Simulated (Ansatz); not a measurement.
An input for the plane-wave PAW code Ansatz:

```yaml
crystal:
  lattice:
    - [-1.5050725061, 1.5050725061, 1.5050725061]
    - [1.5050725061, -1.5050725061, 1.5050725061]
    - [1.5050725061, 1.5050725061, -1.5050725061]
  atoms:
    - { symbol: Ru, position: [0.0, 0.0, 0.0] }
basis:
  ecutwfc: 500
  ecutrho_ratio: 4
kpoints:
  mp_grid: { grid: [20, 20, 20] }
hamiltonian:
  xc: r2scan
scf:
  occupations: { method: gaussian, width: 0.05 }
output:
  forces: true
  stress: true
  eigenvalues: true
```

At room temperature and ambient pressure Ru is hcp.

Output, machine lines left out:

```
Pseudopotentials: kind: paw
Pseudopotential: Ru, paw, valence charge 16, recommended cutoff 500 eV (meta_gga), Ru.paw.azcp
Crystal: 1 atoms, lattice volume = 13.637 Å³
Basis set: ecut = 500 eV, 369 PW (Γ), exchange–correlation on 80×80×80 points (64 copies of the dense FFT grid, shifted against one another)
Bands: 12, of which v1, the nominal top of the filled ones, is band 8 counted from 1 (7 counted from 0)
Symmetry: 48 space group operations
Space group: Im-3m (ITA 229), of the structure as read, at distance tolerance 2.4e-5 Å
k-points: 256 of 8000
Initial density: superposition of atomic densities (neutral atoms: chi_scale 0, normalization atom), corrected by the library's trained network
Initial wavefunctions: pseudopotential atomic-orbital guess
Functional: x = r2scan, c = r2scan; τ floored in thin density (d = 2e-4 eV/Å³)
```

```
SCF iter   1: F=—  HF=-5890.036521 eV  |F-HF|=—  |Δ(HF+E_count)|=         —  Δρ=1.12e-2  dr2=4.66e-3  dr2_τ=7.25e-3  ethr=1.77e-3  ⟨swp⟩=5.6  Hψ=18264  notcnv=0
SCF iter   2: F=—  HF=-5890.041180 eV  |F-HF|=—  |Δ(HF+E_count)|=   4.66e-3  Δρ=5.08e-3  dr2=7.76e-4  dr2_τ=1.21e-4  ethr=2.91e-5  ⟨swp⟩=2.0  Hψ=8156  notcnv=0  defer=36
SCF iter   3: F=—  HF=-5890.041502 eV  |F-HF|=—  |Δ(HF+E_count)|=   3.22e-4  Δρ=1.99e-3  dr2=1.22e-4  dr2_τ=2.56e-5  ethr=4.85e-6  ⟨swp⟩=2.3  Hψ=3967  notcnv=0  defer=36
SCF iter   4: F=—  HF=-5890.041570 eV  |F-HF|=—  |Δ(HF+E_count)|=   6.74e-5  Δρ=1.34e-4  dr2=7.17e-7  dr2_τ=7.46e-8  ethr=7.60e-7  ⟨swp⟩=2.2  Hψ=4359  notcnv=0  defer=36
SCF iter   5: F=—  HF=-5890.041572 eV  |F-HF|=—  |Δ(HF+E_count)|=   2.45e-6  Δρ=2.80e-5  dr2=2.80e-8  dr2_τ=2.26e-8  ethr=4.48e-9  ⟨swp⟩=2.2  Hψ=5092  notcnv=0  defer=36
SCF iter   6: F=-5890.041572 eV  HF=-5890.041572 eV  |F-HF|=3.55e-9  |Δ(HF+E_count)|=   7.45e-8  Δρ=5.23e-6  dr2=1.20e-9  dr2_τ=3.96e-10  ethr=1.75e-10  ⟨swp⟩=2.6  Hψ=11547  notcnv=0
```

```
the search or the solves at the SCF's close seem to have found levels that the self-consistency loop had missed (the run counts 1). By its estimate they hold under 1e-12 electrons; where the run keeps them, the occupations were computed again with them
SCF 1 converged in 6 iterations: F = -5890.041572 eV  dr2 = 1.20e-9
SCF converged after 6 iterations
Free energy (F): -5890.041572 eV
E sigma→0 (E₀):  -5890.040369 eV
Entropy (-TS):   -0.002406 eV (-2.406 meV/atom)
Fermi energy:    23.439389 eV
--- Per-component energies (eV) ---
  E_band       = -68.907351
  E_kinetic    = 514.866990
  E_local      = -1262.827446  (includes V_loc(G=0)·N_el)
  E_nonlocal   = 344.058398
  E_hartree    = 405.944204
  E_xc         = -184.095364
  E_vxc        = -266.648403  (∫ρ·V_xc dr)
  E_paw        = -3479.320653  (= ΣΔE_a)
  E_vpaw       = -228.988915  (= ΣTr[D̂ρ^β])
  E_aug_tail   = 0.000083  (compensation charges beyond the density's cutoff)
  E_vtau       = 18.742831  (kinetic-family band-sum trace: ∫τ·v_τ [+ j·A + Jᵃ·Aᵃ] dr)
  E_ewald      = -2228.354422
  E_core_change = -0.310956  (= ΣΔE_core)
  E_smearing   = -0.002406  (= −TS)
--- Forces (eV/Å), atoms counted from 1 ---
  atom   1  Ru     0.00000000     0.00000000     0.00000000
--- Stress (GPa, compression-positive) ---
        6.784435       0.000000       0.000000
        0.000000       6.784435       0.000000
        0.000000       0.000000       6.784435
  P = ⅓ Tr σ = 6.7844 GPa (67.844 kbar)
```

In short (r²SCAN): pressure 6.8 GPa, gap on the mesh zero (metallic).
